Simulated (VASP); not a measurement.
# Bi (R-3m) in VASP: further runs, part 2 of 2

VASP 6.6.1.

## 10. Equation of state, PBE, 33.67 Å³/atom (volume scaled by 0.96)

File INCAR:

```
SYSTEM = Bi
  ALGO = Normal
  EDIFF = 1E-7
  ENCUT = 520
  GGA = PE
  ISIF = 2
  ISMEAR = -1
  LASPH = .True.
  LCHARG = .False.
  LREAL = .False.
  LWAVE = .False.
  NBANDS = 22
  NELM = 100
  PREC = Accurate
  SIGMA = 0.05
```

File KPOINTS:

```
k-points
0
Gamma
  7 7 7
  0 0 0
```

File POSCAR:

```
Bi
1.0
    2.2368543514      1.2914484619      3.8847772595
   -2.2368543514      1.2914484619      3.8847772595
    0.0000000000     -2.5828969239      3.8847772595
Bi
2
Direct
    0.7660000000      0.7660000000      0.7660000000
    0.2340000000      0.2340000000      0.2340000000
```

Started as:

```sh
$ cat potpaw_PBE.64/Bi_d/POTCAR > POTCAR
$ mpirun -np 1 vasp_std > vasp.out
```

It took 86 s on 1 thread of AMD EPYC 7R13 (Zen 3), shared host; peak memory 0.19 GiB.

Results (log left out):

```yaml
Free_energy: -7.7179 eV
Pressure: 4.4 GPa
Largest_force: 0.408 eV/Å
Band_gap_on_the_k_mesh: 0.29 eV, indirect (least direct gap 0.55 eV)
```

Caveat: spin-orbit coupling is left out, which as a rule narrows the gap of such compounds by several tenths of an eV; an odd mesh through Γ misses points on the zone boundary, where band edges often lie.

## 11. Equation of state, PBE, 34.37 Å³/atom (volume scaled by 0.98)

File INCAR:

```
  PREC = Accurate
  ENCUT = 520
  EDIFF = 1E-7
  ISMEAR = -1
  SIGMA = 0.05
  LREAL = F
  LASPH = T
  NELM = 100
  ALGO = Normal
  ISIF = 2
  LWAVE = F
  LCHARG = F
  GGA = PE
  NBANDS = 22
```

File KPOINTS:

```
Automatic mesh
0
Gamma
  7 7 7
```

File POSCAR:

```
Bi
1.0
    2.2522814206      1.3003552845      3.9115696734
   -2.2522814206      1.3003552845      3.9115696734
    0.0000000000     -2.6007105690      3.9115696734
Bi
2
Direct
    0.7660000000      0.7660000000      0.7660000000
    0.2340000000      0.2340000000      0.2340000000
```

Started as:

```sh
$ cat potpaw_PBE.64/Bi_d/POTCAR > POTCAR
$ mpirun -np 1 vasp_std > vasp.out
```

Wall time 77 s (1 thread of AMD EPYC 7R13 (Zen 3), shared host); peak memory 0.19 GiB.

The run converged. Its results:

```yaml
Free_energy: -7.7515 eV
Pressure: 3.2 GPa
Largest_force: 0.303 eV/Å
Band_gap_on_the_k_mesh: 0.28 eV, indirect (least direct gap 0.54 eV)
```

Caveat: spin-orbit coupling is left out, which as a rule narrows the gap of such compounds by several tenths of an eV; an odd mesh through Γ misses points on the zone boundary, where band edges often lie.

## 12. Equation of state, PBE, 35.77 Å³/atom (volume scaled by 1.02)

File INCAR:

```
SYSTEM = Bi
  ALGO = Normal
  EDIFF = 1E-7
  ENCUT = 520
  GGA = PE
  ISIF = 2
  ISMEAR = -1
  LASPH = .True.
  LCHARG = .False.
  LREAL = .False.
  LWAVE = .False.
  NBANDS = 22
  NELM = 100
  PREC = Accurate
  SIGMA = 0.05
```

File KPOINTS:

```
k-points
0
Gamma
  7 7 7
  0 0 0
```

File POSCAR:

```
Bi
1.0
    2.2825169939      1.3178118009      3.9640802302
   -2.2825169939      1.3178118009      3.9640802302
    0.0000000000     -2.6356236018      3.9640802302
Bi
2
Direct
    0.7660000000      0.7660000000      0.7660000000
    0.2340000000      0.2340000000      0.2340000000
```

Potentials or basis: VASP PAW PBE potentials, release 64 (Bi_d).

Started as:

```sh
$ cat potpaw_PBE.64/Bi_d/POTCAR > POTCAR
$ mpirun -np 1 vasp_std > vasp.out
```

Run time: 82 s. Hardware: 1 thread of AMD EPYC 7R13 (Zen 3), shared host; peak memory 0.19 GiB.

Results (log left out):

```
Free energy            : -7.7888 eV
Pressure               : 1.0 GPa
Largest force          : 0.115 eV/Å
Band gap on the k mesh : 0.26 eV, indirect (least direct gap 0.52 eV)
```

Caveat: spin-orbit coupling is left out, which as a rule narrows the gap of such compounds by several tenths of an eV; an odd mesh through Γ misses points on the zone boundary, where band edges often lie.

## 13. Equation of state, PBE, 36.47 Å³/atom (volume scaled by 1.04)

File INCAR:

```
SYSTEM = Bi
PREC = Accurate
ENCUT = 520
EDIFF = 1E-7
ISMEAR = -1
SIGMA = 0.05
LREAL = .FALSE.
LASPH = .TRUE.
NELM = 80
ALGO = Normal
ISIF = 2
LWAVE = .FALSE.
LCHARG = .FALSE.
GGA = PE
NBANDS = 22
```

File KPOINTS:

```
Automatic mesh
0
G
  7 7 7
  0 0 0
```

File POSCAR:

```
Bi
1.0
    2.2973389482      1.3263692602      3.9898217322
   -2.2973389482      1.3263692602      3.9898217322
    0.0000000000     -2.6527385203      3.9898217322
Bi
2
Direct
    0.7660000000      0.7660000000      0.7660000000
    0.2340000000      0.2340000000      0.2340000000
```

Started as:

```sh
$ cat potpaw_PBE.64/Bi_d/POTCAR > POTCAR
$ mpirun -np 1 vasp_std > vasp.out
```

Wall time 97 s (1 thread of AMD EPYC 7R13 (Zen 3), shared host); peak memory 0.19 GiB.

Results (log left out):

```yaml
Free_energy: -7.7945 eV
Pressure: 0.1 GPa
Largest_force: 0.031 eV/Å
Band_gap_on_the_k_mesh: 0.25 eV, indirect (least direct gap 0.51 eV)
```

Caveat: spin-orbit coupling is left out, which as a rule narrows the gap of such compounds by several tenths of an eV; an odd mesh through Γ misses points on the zone boundary, where band edges often lie.

## 14. Equation of state, PBE, 37.17 Å³/atom (volume scaled by 1.06)

File INCAR:

```
SYSTEM = Bi
PREC     = Accurate       ! precision mode
ENCUT    = 520            ! plane-wave cutoff, eV
EDIFF    = 1E-7           ! SCF threshold, eV
ISMEAR   = -1             ! smearing method
SIGMA    = 0.05           ! smearing width, eV
LREAL    = .False.        ! projectors in reciprocal space
LASPH    = .True.         ! aspherical terms in the spheres
NELM     = 100            ! most SCF steps
ALGO     = Normal         ! electronic algorithm
ISIF     = 2              ! what is computed and relaxed
LWAVE    = .False.        ! write WAVECAR
LCHARG   = .False.        ! write CHGCAR
GGA      = PE             ! functional
NBANDS   = 22             ! bands
```

File KPOINTS:

```
Automatic mesh
0
Gamma
  7 7 7
  0 0 0
```

File POSCAR:

```
Bi
1.0
    2.3119720748      1.3348176998      4.0152352947
   -2.3119720748      1.3348176998      4.0152352947
    0.0000000000     -2.6696353996      4.0152352947
Bi
2
Direct
    0.7660000000      0.7660000000      0.7660000000
    0.2340000000      0.2340000000      0.2340000000
```

Started as:

```sh
$ cat potpaw_PBE.64/Bi_d/POTCAR > POTCAR
$ mpirun -np 1 vasp_std > vasp.out
```

Run time: 87 s. Hardware: 1 thread of AMD EPYC 7R13 (Zen 3), shared host; peak memory 0.19 GiB.

Results (log left out):

* Free energy: -7.7927 eV
* Pressure: -0.7 GPa
* Largest force: 0.048 eV/Å
* Band gap on the k mesh: 0.24 eV, indirect (least direct gap 0.49 eV)

Caveat: spin-orbit coupling is left out, which as a rule narrows the gap of such compounds by several tenths of an eV; an odd mesh through Γ misses points on the zone boundary, where band edges often lie.

## 15. Equation of state, PBE

Potentials or basis: VASP PAW PBE potentials, release 64 (Bi_d).

No new run: the results of the series are fitted here.

Results:

```
Equilibrium volume                        : 36.65 Å³/atom
Bulk modulus at fixed shape and positions : 43 GPa
Pressure derivative of the bulk modulus   : 4.6
```

Energy against volume, from the lowest point:
| volume (Å³/atom) | energy (meV/atom) |
| --- | --- |
| 32.965 | 60.87 |
| 33.667 | 38.30 |
| 34.368 | 21.49 |
| 35.070 | 9.86 |
| 35.771 | 2.85 |
| 36.472 | 0.00 |
| 37.174 | 0.87 |

Caveat: the cell was scaled at fixed shape and fractional positions, which overstates the stiffness of a crystal with free parameters, most of all of layers and chains; spin-orbit coupling is left out, which moves the levels of the heavy elements.
